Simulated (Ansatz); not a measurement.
Wanted: the native input for an Ansatz 0.2.0 run.

```yaml
Task: projected density of states
Functional: r2SCAN0
Potentials_or_basis: Ansatz PAW
Cutoff: "500 eV (not typed: the program's choice for these potentials)"
k_mesh: 5 × 5 × 5
Occupations: fermi-dirac, width 0.05 eV
Spin: collinear spin, ferromagnetic start
Starting_moments: "[2.0, 1.0] μB"
```

TiCo:

```
Co Ti
1.0
     2.98611    0.00000    0.00000
     0.00000    2.98611    0.00000
     0.00000    0.00000    2.98611
Co Ti
1 1
Direct
  0.50000 0.50000 0.50000
  0.00000 0.00000 0.00000
```

The cell comes from a database or a generator and needn't be the stable form of this composition.

One way to write it, as run:

input.yaml

```yaml
crystal:
  lattice:
    - [2.98611099, 0.0, 0.0]
    - [0.0, 2.98611099, 0.0]
    - [0.0, 0.0, 2.98611099]
  atoms:
    - { symbol: Co, position: [0.5, 0.5, 0.5], spin: 2.0 }
    - { symbol: Ti, position: [0.0, 0.0, 0.0], spin: 1.0 }
hamiltonian:
  xc: r2scan0
  pseudopotentials: { kind: paw }
magnetization:
  spin_polarized: true
kpoints:
  mp_grid: { grid: [5, 5, 5] }
scf:
  occupations: { method: fermi_dirac, width: 0.05 }
  n_extra_bands: 6
output:
  forces: true
  stress: true
  eigenvalues: true
  dos: { projected: true, de: 0.05 }
```

Potentials or basis: Ansatz PAW.

Launch:

```bash
$ ansatz run input.yaml --threads 2 --pin off --max-ram 5632MiB --backend cpu --events-out ev --progress --plain --runs-dir out
```

It gave:

```
Pressure                             : 6.6 GPa
Band gap on the k mesh               : none (metal or under the smearing width)
Net moment                           : 1.00 μB per cell
Absolute moment                      : 2.78 μB per cell
Site moments                         : Co +1.88; Ti -0.50 μB
Density of states at the Fermi level : 0.34 states/eV per cell
```

Caveat: the k mesh is coarse (spacing up to 0.42 Å⁻¹), so the values aren't converged, least of all with exact exchange; the magnetic or orbital state may not be the lowest; the pressure holds a Pulay correction of +0.3 GPa for the finite cutoff; the PAW data sets come from PBE, with cores solved anew for the run's functional, which leaves a small shift of forces and pressure; the density of states is complete only up to the lowest level of the last band computed; the starting moments weren't kept; the thresholds are loose for stress.

It took 35 s on 2 threads of Intel(R) Xeon(R) 6975P-C (Granite Rapids), on a shared host, peak memory 1 GiB.
